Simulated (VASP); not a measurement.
# A vacancy on the Nb site in NbSi2

Wanted: what a vacancy on the Nb site costs in NbSi2 and how the lattice relaxes round it. The start is a cell from a database of measured crystal structures.

Main program and level: VASP 6.6.1; PBE; plane waves and PAW (Nb_pv, Si), in the first sound run; inputs show where later runs differ.

## 1. The host crystal

It takes space group P6_222 (No. 180, hexagonal). The conventional cell has a = 4.819 Å, b = 4.819 Å, c = 6.592 Å, α = 90.00°, β = 90.00°, γ = 120.00°. Nearest to Nb lie 10 Si at 2.62 to 2.84 Å. Nearest to Si lie 5 Si at 2.57 to 2.84 Å and 5 Nb at 2.62 to 2.84 Å. Farther neighbours are not listed.

## 2. The host at zero pressure

First cell and atoms are relaxed at a raised cutoff, so that later runs start from this functional's own cell.

Contents of INCAR:

```
SYSTEM = NbSi2
PREC = Normal
ENCUT = 350
EDIFF = 1E-05
NELM = 120
ISMEAR = 0
SIGMA = 0.05
LREAL = Auto
ALGO = Fast
GGA = PE
NBANDS = 37
LASPH = .TRUE.
LORBIT = 11
LWAVE = .FALSE.
LCHARG = .FALSE.
KPAR = 4
IBRION = 2
NSW = 40
ISIF = 3
EDIFFG = -0.03
POTIM = 0.4
```

Contents of POSCAR:

```
NbSi2
1.0
    4.8190000000      0.0000000000      0.0000000000
   -2.4095000000      4.1733764208      0.0000000000
    0.0000000000      0.0000000000      6.5920000000
Nb Si
3 6
Direct
    0.0000000000      0.5000000000      0.1666666667
    0.5000000000      0.5000000000      0.8333333333
    0.5000000000      0.0000000000      0.5000000000
    0.3198000000      0.1599000000      0.1666666667
    0.1599000000      0.8401000000      0.8333333333
    0.8401000000      0.6802000000      0.5000000000
    0.6802000000      0.8401000000      0.1666666667
    0.8401000000      0.1599000000      0.8333333333
    0.1599000000      0.3198000000      0.5000000000
```

Contents of KPOINTS:

```
Automatic mesh
0
Gamma
4 4 3
0 0 0
```

PAW data sets: Nb_pv and Si (PBE family, release 64).

Started as:

```bash
$ mpirun -np 4 vasp_std
```

Log:

```text
[banner, memory and clock lines left out]
running    4 mpi-ranks, on    1 nodes
 distrk:  each k-point on    1 cores,    4 groups
 distr:  one band on    1 cores,    1 groups

 POSCAR found type information on POSCAR NbSi
 POSCAR found :  2 types and       9 ions
 LDA part: xc-table for (Slater+PW92), standard interpolation
 POSCAR, INCAR and KPOINTS ok, starting setup
 FFT: planning ... GRIDC
 FFT: planning ... GRID_SOFT
 FFT: planning ... GRID
 WAVECAR not read
 entering main loop
       N       E                     dE             d eps       ncg     rms          rms(c)
DAV:   1     0.415422479613E+03    0.41542E+03   -0.20771E+04   600   0.111E+03
DAV:   2    -0.417504820547E+02   -0.45717E+03   -0.44544E+03   760   0.512E+02
DAV:   3    -0.695433920066E+02   -0.27793E+02   -0.27098E+02   928   0.119E+02
DAV:   4    -0.703886973075E+02   -0.84531E+00   -0.83930E+00   944   0.220E+01
DAV:   5    -0.704121286328E+02   -0.23431E-01   -0.23354E-01   992   0.380E+00    0.407E+01
RMM:   6    -0.678443295815E+02    0.25678E+01   -0.11251E+01   724   0.196E+01    0.132E+01
RMM:   7    -0.678072276503E+02    0.37102E-01   -0.23451E+00   801   0.673E+00    0.618E+00
RMM:   8    -0.677412811372E+02    0.65947E-01   -0.27953E-01   765   0.328E+00    0.187E+00
RMM:   9    -0.677476893536E+02   -0.64082E-02   -0.10002E-01   730   0.145E+00    0.666E-01
RMM:  10    -0.677453715924E+02    0.23178E-02   -0.22137E-02   709   0.957E-01    0.608E-01
RMM:  11    -0.677461216822E+02   -0.75009E-03   -0.72687E-03   748   0.313E-01    0.462E-01
RMM:  12    -0.677463734131E+02   -0.25173E-03   -0.14554E-03   784   0.151E-01    0.433E-01
RMM:  13    -0.677461657848E+02    0.20763E-03   -0.99233E-04   709   0.119E-01    0.811E-02
RMM:  14    -0.677461723765E+02   -0.65917E-05   -0.45461E-04   666   0.758E-02    0.478E-02
RMM:  15    -0.677461845739E+02   -0.12197E-04   -0.12327E-04   464   0.390E-02    0.469E-02
RMM:  16    -0.677461892537E+02   -0.46798E-05   -0.58471E-05   400   0.260E-02
   1 F= -.67746189E+02 E0= -.67741234E+02  d E =-.677462E+02
 curvature:   0.00 expect dE= 0.000E+00 dE for cont linesearch  0.000E+00
 trial: gam= 0.00000 g(F)=  0.394E-02 g(S)=  0.187E-01 ort = 0.000E+00 (trialstep = 0.100E+01)
 search vector abs. value=  0.227E-01
 bond charge predicted
       N       E                     dE             d eps       ncg     rms          rms(c)
DAV:   1    -0.677874853113E+02   -0.41301E-01   -0.12753E+00   816   0.750E+00    0.257E+00
RMM:   2    -0.677544933704E+02    0.32992E-01   -0.10776E-01   667   0.313E+00    0.448E-01
RMM:   3    -0.677529850351E+02    0.15083E-02   -0.46865E-02   754   0.120E+00    0.280E-01
RMM:   4    -0.677514929456E+02    0.14921E-02   -0.60228E-03   718   0.620E-01    0.138E-01
RMM:   5    -0.677515024499E+02   -0.95043E-05   -0.25106E-03   767   0.309E-01    0.438E-02
RMM:   6    -0.677515396847E+02   -0.37235E-04   -0.51289E-04   739   0.128E-01    0.418E-02
RMM:   7    -0.677515387724E+02    0.91228E-06   -0.90298E-05   550   0.833E-02
   2 F= -.67751539E+02 E0= -.67747367E+02  d E =-.534952E-02
[...]
3 F= -.67753370E+02 E0= -.67748950E+02  d E =-.718036E-02
 curvature:  -0.33 expect dE=-0.956E-03 dE for cont linesearch -0.242E-07
 trial: gam= 0.12540 g(F)=  0.122E-02 g(S)=  0.166E-02 ort = 0.407E-04 (trialstep = 0.931E+00)
 search vector abs. value=  0.325E-02
 bond charge predicted
       N       E                     dE             d eps       ncg     rms          rms(c)
DAV:   1    -0.677573125585E+02   -0.39493E-02   -0.10339E-01   718   0.207E+00    0.681E-01
RMM:   2    -0.677549579787E+02    0.23546E-02   -0.77338E-03   664   0.868E-01    0.133E-01
RMM:   3    -0.677548790451E+02    0.78934E-04   -0.39046E-03   750   0.349E-01    0.895E-02
RMM:   4    -0.677548006497E+02    0.78395E-04   -0.52691E-04   721   0.173E-01    0.277E-02
RMM:   5    -0.677548037097E+02   -0.30600E-05   -0.21373E-04   666   0.864E-02    0.113E-02
RMM:   6    -0.677548098038E+02   -0.60941E-05   -0.47256E-05   465   0.598E-02
   4 F= -.67754810E+02 E0= -.67750548E+02  d E =-.144019E-02
 trial-energy change:   -0.001440  1 .order   -0.001374   -0.002689   -0.000058
 step:   0.9486(harm=  0.9514)  dis= 0.00326  next Energy=   -67.754810 (dE=-0.144E-02)
 reached required accuracy - stopping structural energy minimisation
```

It took 16 s on 4 MPI ranks of Intel Xeon Platinum 8259CL at 2.50GHz (Skylake/Cascade Lake), shared host; peak memory 0.59 GiB.

Lines that name or quote the potential files are left out of all logs, and their timing lines are given in words.

Parts of OUTCAR (step 2):

```text
ion  position               nearest neighbor table
   1  0.000  0.500  0.167-   6 2.62   9 2.62   8 2.62   5 2.62   4 2.75   7 2.75   7 2.75   4 2.75
                             7 2.84   4 2.84   3 3.26   3 3.26   2 3.26   2 3.26
   2  0.500  0.500  0.833-   6 2.62   9 2.62   7 2.62   4 2.62   8 2.75   5 2.75   5 2.75   8 2.75
                             8 2.84   5 2.84   3 3.26   3 3.26   1 3.26   1 3.26
   3  0.500  0.000  0.500-   4 2.62   5 2.62   7 2.62   8 2.62   9 2.75   6 2.75   9 2.75   6 2.75
                             9 2.84   6 2.84   2 3.26   1 3.26   2 3.26   1 3.26
   4  0.320  0.160  0.167-   9 2.57   5 2.57   3 2.62   2 2.62   7 2.67   1 2.75   1 2.75   1 2.84
                             7 2.84   7 2.84
   5  0.160  0.840  0.833-   6 2.57   4 2.57   3 2.62   1 2.62   8 2.67   2 2.75   2 2.75   2 2.84
                             8 2.84   8 2.84
   6  0.840  0.680  0.500-   5 2.57   7 2.57   2 2.62   1 2.62   9 2.67   3 2.75   3 2.75   3 2.84
                             9 2.84   9 2.84
   7  0.680  0.840  0.167-   6 2.57   8 2.57   3 2.62   2 2.62   4 2.67   1 2.75   1 2.75   1 2.84
                             4 2.84   4 2.84
   8  0.840  0.160  0.833-   9 2.57   7 2.57   3 2.62   1 2.62   5 2.67   2 2.75   2 2.75   2 2.84
                             5 2.84   5 2.84
   9  0.160  0.320  0.500-   4 2.57   8 2.57   2 2.62   1 2.62   6 2.67   3 2.75   3 2.75   3 2.84
                             6 2.84   6 2.84

  LATTYP: Found a hexagonal cell.
 ALAT       =     4.8190000000
 C/A-ratio  =     1.3679186553

 Subroutine GETGRP returns: Found 12 space group operations
 (whereof  4 operations were pure point group operations)

The static configuration has the point symmetry D_2 .
 The point group associated with its full space group is D_6 .

 Found      8 irreducible k-points:

   k-points           NKPTS =      8   k-points in BZ     NKDIM =      8   number of bands    NBANDS=     37

   dimension x,y,z NGX =    24 NGY =   24 NGZ =   30
   dimension x,y,z NGXF=    48 NGYF=   48 NGZF=   60

   ENCUT  =  350.0 eV  25.72 Ry    5.07 a.u.   7.35  7.35 10.06*2*pi/ulx,y,z

   NELECT =      57.0000    total number of electrons

 k-points in reciprocal lattice and weights: Automatic mesh
   0.00000000  0.00000000  0.00000000       0.021
   0.25000000 -0.00000000  0.00000000       0.125
   0.50000000 -0.00000000  0.00000000       0.062
   0.25000000  0.25000000  0.00000000       0.125
   0.00000000  0.00000000  0.33333333       0.042
   0.25000000 -0.00000000  0.33333333       0.250
   0.50000000 -0.00000000  0.33333333       0.125
   0.25000000  0.25000000  0.33333333       0.250

 average (electrostatic) potential at core
       1 -31.7587       2 -31.7587       3 -31.7587       4 -80.8034       5 -80.8034
       6 -80.8034       7 -80.8034       8 -80.8034       9 -80.8034

 E-fermi :   8.8289

 k-point     1 :       0.0000    0.0000    0.0000
  band No.  band energies     occupation
    ...
     25       6.5185      2.00000
     26       6.5869      2.00000
     27       6.8039      2.00000
     28       6.8039      2.00000
     29       7.6882      2.00000
     30       9.4868      0.00000
     31      11.8687      0.00000
     32      11.8879      0.00000
     33      12.0234      0.00000
     34      12.0243      0.00000
    ...

 k-point     2 :       0.2500   -0.0000    0.0000
  band No.  band energies     occupation
    ...
     25       6.9056      2.00000
     26       7.0916      2.00000
     27       7.1664      2.00000
     28       7.4569      2.00000
     29       7.4770      2.00000
     30       9.0533      0.00000
     31      10.4978      0.00000
     32      10.6853      0.00000
     33      11.1363      0.00000
     34      11.4013      0.00000
    ...

 k-point     3 :       0.5000   -0.0000    0.0000
  band No.  band energies     occupation
    ...
     25       6.8225      2.00000
     26       7.7017      2.00000
     27       8.0166      2.00000
     28       8.5894      2.00000
     29       8.7397      1.98842
     30       9.4733      0.00000
     31       9.9294      0.00000
     32      10.3067      0.00000
     33      10.7018      0.00000
     34      10.7478      0.00000
    ...

  Total        0.1317624      0.1317624     -0.1280566      0.0000000      0.0000000      0.0000000
  in kB        1.5859857      1.5859857     -1.5413794      0.0000000      0.0000000      0.0000000
  external PRESSURE =       0.5435306 kB  Pullay stress =       0.0000000 kB

  energy-cutoff  :      350.00
  volume of cell :      133.11
      direct lattice vectors                 reciprocal lattice vectors
     4.813788473  0.000000000  0.000000000     0.207736589  0.119936776  0.000000000
    -2.406894237  4.168863106  0.000000000    -0.000000000  0.239873552  0.000000000
    -0.000000000 -0.000000000  6.632820378     0.000000000 -0.000000000  0.150765428

 POSITION                                       TOTAL-FORCE (eV/Angst)
 -----------------------------------------------------------------------------------
      3.61034      2.08443      1.10547         0.000000     -0.000000      0.000000
      1.20345      2.08443      5.52735         0.000000     -0.000000     -0.000000
      2.40689      0.00000      3.31641         0.000000     -0.000000     -0.000000
      1.14897      0.66336      1.10547        -0.023802     -0.013742     -0.000000
     -1.25792      3.50550      5.52735        -0.023802      0.013742      0.000000
      2.40689      2.84214      3.31641         0.000000      0.027484      0.000000
      1.25792      3.50550      1.10547         0.023802      0.013742      0.000000
      3.66482      0.66336      5.52735         0.023802     -0.013742     -0.000000
     -0.00000      1.32672      3.31641         0.000000     -0.027484     -0.000000
 -----------------------------------------------------------------------------------
    total drift:                                0.000000     -0.000000      0.000000

  FREE ENERGIE OF THE ION-ELECTRON SYSTEM (eV)
  ---------------------------------------------------
  free  energy   TOTEN  =       -67.7548098038 eV

  energy  without entropy=      -67.7462855803  energy(sigma->0) =      -67.75054769

 reached required accuracy - stopping structural energy minimisation

 total charge
# of ion       s       p       d       tot
------------------------------------------
    1        0.323   6.374   3.217   9.914
    2        0.323   6.374   3.217   9.914
    3        0.323   6.374   3.217   9.914
    4        0.757   0.862   0.000   1.619
    5        0.757   0.862   0.000   1.619
    6        0.757   0.862   0.000   1.619
    7        0.757   0.862   0.000   1.619
    8        0.757   0.862   0.000   1.619
    9        0.757   0.862   0.000   1.619
--------------------------------------------------
tot          5.511  24.294   9.650  39.455

[... 3 further parts left out ...]
```

CONTCAR:

```
NbSi2
   1.00000000000000
     4.8137884732489340    0.0000000000000000    0.0000000000000000
    -2.4068942366244670    4.1688631062411963    0.0000000000000000
    -0.0000000000000000   -0.0000000000000000    6.6328203777668024
  Nb              Si
     3     6
Direct
     1.0000000000000000    0.5000000000000000    0.1666666667000030
     0.5000000000000000    0.5000000000000000    0.8333333332999970
     0.5000000000000000    0.0000000000000000    0.5000000000000000
     0.3182450127610645    0.1591225063805322    0.1666666667000030
     0.1591225063805322    0.8408774936194677    0.8333333332999970
     0.8408774936194677    0.6817549872389355    0.5000000000000000
     0.6817549872389355    0.8408774936194677    0.1666666667000030
     0.8408774936194677    0.1591225063805322    0.8333333332999970
     0.1591225063805322    0.3182450127610645    0.5000000000000000
```

This run has no spin polarisation. Its electron count is odd, so without a moment it is a metal by construction. The k-mesh is coarse for a metal. The run keeps the 12 symmetry operations of its start, so it cannot find a distortion of lower symmetry.

Step by step:

```
step  energy less that of the first step (eV)  largest force (eV/Å)  pressure (GPa)  volume (Å³)
   1                                   0.0000                0.1304            0.98       132.58
   2                                  -0.0053                0.0406           -1.07       133.97
   3                                  -0.0072                0.0727           -0.41       133.48
   4                                  -0.0086                0.0275            0.05       133.11
```

```
conventional cell, symmetrised  before  after  change
                         a (Å)   4.819  4.814  -0.1 %
                         b (Å)   4.819  4.814  -0.1 %
                         c (Å)   6.592  6.633  +0.6 %
              volume (Å³/atom)   14.73  14.79  +0.4 %
```

Final coordinates:

```xyz
9
Lattice="4.8138 0.0000 0.0000 -2.4069 4.1689 0.0000 0.0000 0.0000 6.6328" Properties=species:S:1:pos:R:3 pbc="T T T"
Nb   -1.2034    2.0844    1.1055
Nb    1.2034    2.0844    5.5274
Nb    2.4069    0.0000    3.3164
Si    1.1490    0.6634    1.1055
Si   -1.2579    3.5055    5.5274
Si    2.4069    2.8421    3.3164
Si    1.2579    3.5055    1.1055
Si    3.6648    0.6634    5.5274
Si    0.0000    1.3267    3.3164
```

This step gave:

```
electronic cycles                               : 35
electrons                                       : 57
free energy (TOTEN)                             : -67.7548 eV
energy at zero smearing                         : -67.7505 eV
Fermi energy                                    : 8.829 eV
labelled metallic, from the levels on this mesh : yes
```

The run ended after 4 ionic steps, 0.009 eV below its first step, once forces and stress met EDIFFG = -0.03.

[end of part 1 of 5]

[Lines on the potential files, build, host, timing and source positions are cut from VASP's logs without a mark.]

[Logs are printed without paths, hosts, clocks, repeated set-up lines and the standing remarks that a program may print on its own settings, such as how far it seeks lower states.]

[Hosts, paths, dates, database ids (printed as entryN), source tags and the programs' standing remarks are cut or masked in the printed files.]

[In band tables of VASP the shares of atoms and orbitals are scaled to a sum of 1 inside the atoms' spheres.]

[Runs that stopped without an error message from VASP are left out.]
